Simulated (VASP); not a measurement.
Input of a VASP 6.6.1 run:

File INCAR:

```
  ALGO = Fast
  EDIFF = 1E-6
  ENCUT = 520
  GGA = PS
  ISIF = 2
  ISMEAR = 0
  LASPH = T
  LCHARG = F
  LREAL = F
  LWAVE = F
  NBANDS = 20
  NELM = 60
  PREC = Accurate
  SIGMA = 0.05
```

KPOINTS

```
k-points
0
Gamma
  9 9 4
```

The input POSCAR:

```
Al2O3
1.0
    2.9708546968      0.0000000000      0.0000000000
   -1.4854273484      2.5728356383      0.0000000000
    0.0000000000      0.0000000000      9.0566518262
Al O
2 3
Direct
    0.0000000000      0.0000000000      0.1499923300
    0.0000000000      0.0000000000      0.8500076700
    0.3333333333      0.6666666667      0.2223169200
    0.6666666667      0.3333333333      0.0000000000
    0.3333333333      0.6666666667      0.7776830800
```

Potentials or basis: VASP PAW PBE potentials, release 64 (Al, O).

Command:

```console
$ cat potpaw_PBE.64/Al/POTCAR potpaw_PBE.64/O/POTCAR > POTCAR
$ mpirun -np 1 vasp_std > vasp.out
```

Predict the band gap on the k mesh.

3.92 eV, indirect (least direct gap 4.15 eV).

Estimate the largest force.

0.813 eV/Å.

Forces in eV/Å, atoms in the order of the input:
```
Al   0.000  0.000  0.813
Al   0.000  0.000 -0.813
O    0.000  0.000 -0.352
O    0.000  0.000  0.000
O    0.000  0.000  0.352
```

Caveat: the PAW data sets were made with another functional, which shifts forces and pressure a little; an odd mesh through Γ misses points on the zone boundary, where band edges often lie.
